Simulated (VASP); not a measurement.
# Zr (Pm-3m) in VASP: a series of runs

Runs on Zr. Level: BLYP. Tasks: single point.

Everything below comes from runs of VASP 6.6.1. Logs are shortened: lines on timing, memory, paths and dates and some standing lists are left out, and cuts for length are marked.

**1. The crystal as given**

The structure is cubic, space group Pm-3m (No. 221). Conventional cell: a = 2.963 Å, b = 2.963 Å, c = 2.963 Å, α = 90.00°, β = 90.00°, γ = 90.00°. Zr (site symmetry m-3m) is surrounded by 6 Zr at 2.96 Å.

This isn't the form of Zr at room conditions, which is hcp.

**2. Single point, BLYP**

The input, INCAR:

```
SYSTEM = Zr
  AGGAC = 1.0
  AGGAX = 1.0
  ALDAC = 0.0
  ALDAX = 1.0
  ALGO = Normal
  EDIFF = 1E-7
  ENCUT = 520
  GGA = B5
  ISIF = 2
  ISMEAR = -1
  LASPH = .True.
  LCHARG = .False.
  LREAL = .False.
  LWAVE = .False.
  NBANDS = 12
  NELM = 80
  PREC = Accurate
  SIGMA = 0.1
```

The input, KPOINTS:

```
k-points
0
Gamma
  17 17 17
  0 0 0
```

The input, POSCAR:

```
Zr
1.0
    2.9626510696      0.0000000000      0.0000000000
    0.0000000000      2.9626510696      0.0000000000
    0.0000000000      0.0000000000      2.9626510696
Zr
1
Direct
    0.0000000000      0.0000000000      0.0000000000
```

Potentials or basis: VASP PAW PBE potentials, release 64 (Zr_sv).

On the command line:

```console
$ cat potpaw_PBE.64/Zr_sv/POTCAR > POTCAR
$ mpirun -np 1 vasp_std > vasp.out
```

OUTCAR:

```text
SYSTEM = Zr
   EDIFF = 1E-7
   ENCUT = 520
   GGA = B5
   ISIF = 2
   ISMEAR = -1
   LASPH = .True.
   LREAL = .False.
   NELM = 80
   PREC = Accurate

 ion  position               nearest neighbor table
   1  0.000  0.000  0.000-

  LATTYP: Found a simple cubic cell.
 ALAT       =     2.9626510696

  Lattice vectors:

 A1 = (   2.9626510696,   0.0000000000,   0.0000000000)
 A2 = (   0.0000000000,   2.9626510696,   0.0000000000)
 A3 = (   0.0000000000,   0.0000000000,   2.9626510696)

Analysis of symmetry for initial positions (statically):
=====================================================================
 Subroutine PRICEL returns:
 Original cell was already a primitive cell.

 Routine SETGRP: Setting up the symmetry group for a
 simple cubic supercell.

 Subroutine GETGRP returns: Found 48 space group operations
 (whereof 48 operations were pure point group operations)
 out of a pool of 48 trial point group operations.

The static configuration has the point symmetry O_h .

Analysis of symmetry for dynamics (positions and initial velocities):
=====================================================================
 Subroutine PRICEL returns:
 Original cell was already a primitive cell.

 Routine SETGRP: Setting up the symmetry group for a
 simple cubic supercell.

 Subroutine GETGRP returns: Found 48 space group operations
 (whereof 48 operations were pure point group operations)
 out of a pool of 48 trial point group operations.

The dynamic configuration has the point symmetry O_h .

 Subroutine INISYM returns: Found 48 space group operations
 (whereof 48 operations are pure point group operations),
 and found     1 'primitive' translations

----------------------------------------------------------------------------------------

                                     Primitive cell

  volume of cell :      26.0041

  direct lattice vectors                    reciprocal lattice vectors
     2.962651070  0.000000000  0.000000000     0.337535530  0.000000000  0.000000000
     0.000000000  2.962651070  0.000000000     0.000000000  0.337535530  0.000000000
     0.000000000  0.000000000  2.962651070     0.000000000  0.000000000  0.337535530

  length of vectors
     2.962651070  2.962651070  2.962651070     0.337535530  0.337535530  0.337535530

  position of ions in fractional coordinates (direct lattice)
     0.000000000  0.000000000  0.000000000

  ion indices of the primitive-cell ions
   primitive index   ion index
[... 81 lines left out ...]
   POTIM  = 0.5000    time-step for ionic-motion
   TEBEG  =    0.0;   TEEND  =   0.0 temperature during run
   PSTRESS=    0.0 pullay stress
   NELECT =      12.0000    total number of electrons
   NUPDOWN=      -1.0000    fix difference up-down
   EMIN   =  10.00;   EMAX   =-10.00  energy-range for DOS
   EFERMI =   0.00;   METHOD = LEGACY
   ISMEAR =    -1;   SIGMA  =   0.10  broadening in eV -4-tet -1-fermi 0-gaus
   EFERMI_NEDOS =   21; number of points for ismear=-14 and -15
   IALGO  =     38    algorithm
   IMIX   =      4    mixing-type and parameters
     AMIX     =   0.40;   BMIX     =  1.00
     AMIX_MAG =   1.60;   BMIX_MAG =  1.00
  volume/ion in A,a.u.               =      26.00       175.48
  Fermi-wavevector in a.u.,A,eV,Ry     =   1.265090  2.390673 21.775480  1.600453
  Thomas-Fermi vector in A             =   2.398361
   LORBIT       =      0    0 simple, 1 ext, 2 COOP (PROOUT), +10 PAW based schemes
   GGA     = B5    functional components
   LHFCALC =     F    Hartree Fock is set to
   AEXX    =    0.0000 exact exchange contribution
   IVDW    =     0    specifies the selected vdW correction
   LEPSILON=     F    determine dielectric tensor
   LRPA    =     F    only Hartree local field effects (RPA)
 non-spin polarized calculation
  energy-cutoff  :      520.00
  volume of cell :       26.00
 maximum number of plane-waves:       739
 NGX is ok and might be reduce to    24
   NGX = 11   NGY = 11   NGZ = 11

 number of electron      12.0000001 magnetization

 Free energy of the ion-electron system (eV)
  ---------------------------------------------------
  ext. energy  EPLUGINS =         0.00000000
  ---------------------------------------------------
  free energy    TOTEN  =        -6.62325731 eV

  energy without entropy =       -6.56368063  energy(sigma->0) =       -6.59346897

 E-fermi :   8.0046     XC(G=0):  -9.8893

 val. band max:        7.9990021908   @ k =   0.4118   0.1765   0.1765
 cond. band min:       8.0071515722   @ k =   0.4118   0.4118   0.1176
 fundamental gap:      0.0081493814
 Fermi energy:         8.0046379345

 k-point     1 :       0.0000    0.0000    0.0000
  band No.  band energies     occupation
      1     -40.5970      2.00000
      2     -18.1958      2.00000
      3     -18.1958      2.00000
      4     -18.1958      2.00000
      5       3.2045      2.00000
      6       6.4016      2.00000
      7       6.4016      2.00000
      8      13.1616      0.00000
      9      13.1616      0.00000
     10      13.1616      0.00000
     11      20.4986      0.00000
     12      20.4986      0.00000
[... 331 lines left out ...]
 k-point    24 :       0.4706    0.1176    0.0000
  band No.  band energies     occupation
      1     -40.4644      2.00000
      2     -19.2059      2.00000
      3     -18.2383      2.00000
      4     -18.0904      2.00000
      5       6.3246      2.00000
      6       7.4905      1.98837
      7       7.8606      1.61716
      8      10.4660      0.00000
      9      10.9127      0.00000
     10      13.0242      0.00000
     11      16.5238      0.00000
     12      20.5100      0.00000

 [... further k-points ...]

------------------------ aborting loop because EDIFF is reached ----------------------------------------

  FORCE on cell =-STRESS in cart. coord.  units (eV):
  Direction    XX          YY          ZZ          XY          YZ          ZX
  --------------------------------------------------------------------------------------
  -------------------------------------------------------------------------------------
  Total        0.0336834      0.0336834      0.0336834     -0.0000000     -0.0000000     -0.0000000
  in kB        2.0753210      2.0753210      2.0753210     -0.0000000     -0.0000000     -0.0000000
  external PRESSURE =       2.0753210 kB  Pullay stress =       0.0000000 kB

 VOLUME and BASIS-vectors are now :
 -----------------------------------------------------------------------------
  energy-cutoff  :      520.00
  volume of cell :       26.00
      direct lattice vectors                 reciprocal lattice vectors
     2.962651070  0.000000000  0.000000000     0.337535530  0.000000000  0.000000000
     0.000000000  2.962651070  0.000000000     0.000000000  0.337535530  0.000000000
     0.000000000  0.000000000  2.962651070     0.000000000  0.000000000  0.337535530

 POSITION                                       TOTAL-FORCE (eV/Angst)
 -----------------------------------------------------------------------------------
      0.00000      0.00000      0.00000         0.000000      0.000000      0.000000
 -----------------------------------------------------------------------------------
    total drift:                               -0.000000      0.000000      0.000000

  FREE ENERGIE OF THE ION-ELECTRON SYSTEM (eV)
  ---------------------------------------------------
  free  energy   TOTEN  =        -6.6232573145 eV

  energy  without entropy=       -6.5636806256  energy(sigma->0) =       -6.59346897
```

Run time: 51 s. Hardware: 1 thread of Intel Xeon Platinum 8375C at 2.90GHz (Ice Lake), shared host; peak memory 0.17 GiB.

Results:

```
Free energy            : -6.6233 eV
Pressure               : 0.2 GPa
Band gap on the k mesh : none (metal or under the smearing width)
```

Caveat: the PAW data sets were made with another functional, which shifts forces and pressure a little.

(Part 1 of 2 ends here.)
